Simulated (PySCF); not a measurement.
Spectrum to structure. Level of theory: TDDFT wB97X-D/def2-SVPD, vertical, gas phase, core orbitals frozen in the response (PySCF). Geometries: GFN2-xTB, one conformer each.

| state | λ (nm) | f |
| --- | --- | --- |
| S1 | 319.3 | 0.0002 |
| S2 | 245.7 | 0.020 |
| S3 | 227.2 | 0.262 |
| S4 | 185.8 | 0.262 |
| S5 | 185.8 | 0.0019 |
| S6 | 180.8 | 0.474 |
| S7 | 177.4 | 0.0000 |
| S8 | 169.1 | 0.0023 |

Question: Which candidate is it? All have the formula C7H6O.
A. `c1ccccc1C=O`
B. `C=C1C=CC(=O)C=C1`
C. `C#CCc1ccco1`
D. `Oc1ccc2c(c1)C2`

Answer: A. Its S1 lies at 3.88 eV; the nearest of the others has S1 at 3.29 eV. S1 is HOMO-1→LUMO (89%), HOMO-1→LUMO+3 (10%). Löwdin shares by element: HOMO (one of a set within 0.03 eV) carbon 73% or more (atoms not listed hold the other 27%); LUMO carbon 46% or more, oxygen 19% (atoms not listed hold the other 35%). At the same level the other candidates give, for their lowest levels:
- `C=C1C=CC(=O)C=C1`: 377 nm (f 0.000); 269 nm (f 0.002); 261 nm (f 0.634); 208 nm (f 0.001); 207 nm (f 0.020); T1 2.39 eV; HOMO -9.00, LUMO -1.12 eV
- `Oc1ccc2c(c1)C2`: 252 nm (f 0.081); 216 nm (f 0.042); 204 nm (f 0.003); 199 nm (f 0.000); 187 nm (f 0.001); T1 3.99 eV; HOMO -8.01, LUMO 1.28 eV
- `C#CCc1ccco1`: 203 nm (f 0.285); 188 nm (f 0.007); 184 nm (f 0.002); 180 nm (f 0.005); 178 nm (f 0.004); T1 4.05 eV; HOMO -8.31, LUMO 1.89 eV

Conformer computed: `[O:1]=[CH:2][c:3]1[cH:4][cH:5][cH:6][cH:7][cH:8]1`: O1–C2–C3–C4 180°.
Triplets come from the Tamm–Dancoff approximation.
